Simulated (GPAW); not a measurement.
Runs of GPAW 26.7.0 on MoS2. It takes space group P-3m1 (No. 164, trigonal). The conventional cell has a = 3.227 Å, b = 3.227 Å, c = 6.312 Å, α = 90.00°, β = 90.00°, γ = 120.00°. Mo (site symmetry -3m) has 6 S at 2.42 Å as nearest neighbours. S (site symmetry 3m) is surrounded by 3 Mo at 2.42 Å. Measurements of this composition are mostly on another form, of space group No. 194.

```csv
task,level,potentials or basis,spin,cell,k mesh,optimizer,fmax,max steps,convergence,band path,gap on the mesh (eV),pressure (GPa),relaxed volume (Å³/atom),largest force (eV/Å)
relaxation of cell and atoms,LDA,"the program's PAW data sets (release 1.2.1) made for this functional, pw",off,relaxed,9 × 9 × 4,BFGS,0.02 eV/Å,60,density=1e-05 forces=0.0001,-,none,-0.1,16.38,0.02
band structure,PBEsol,"PAW data sets generated in the run's folder for this functional, pw","SOC, no magnetisation",as given,7 × 7 × 3,-,-,-,-,"GMKGALHA,LM,KH",-,(a),-,-
band structure,PBEsol,"PAW data sets generated in the run's folder for this functional, pw",off,as given,9 × 9 × 4,-,-,-,-,"GMKGALHA,LM,KH",-,-3.5,-,0.02
relaxation of cell and atoms,PBEsol,"PAW data sets generated in the run's folder for this functional, pw",off,relaxed,9 × 9 × 4,BFGS,0.02 eV/Å,40,density=1e-05 forces=0.0001,-,none,0.0,17.29,-
```

Alike in all rows: cutoff (eV) 600; smearing fermi-dirac 0.05 eV.

Question: Estimate the missing entries.

Answer: (a) -3.3.

Caveats: this functional lacks dispersion, which binds the layers, so the pressure and a relaxed spacing across them are unreliable (some runs); later steps reuse the first step's grids (some runs); spin-orbit coupling was added after a scalar SCF, so levels and gaps hold it while energy, forces, pressure and moments don't (some runs); this program's spin-orbit splittings come out too wide for heavy elements (some runs).

A k mesh can miss the band edges, and rows without SOC leave out spin-orbit coupling on Mo.

A gap of «none» marks a metal or a gap under the smearing width.
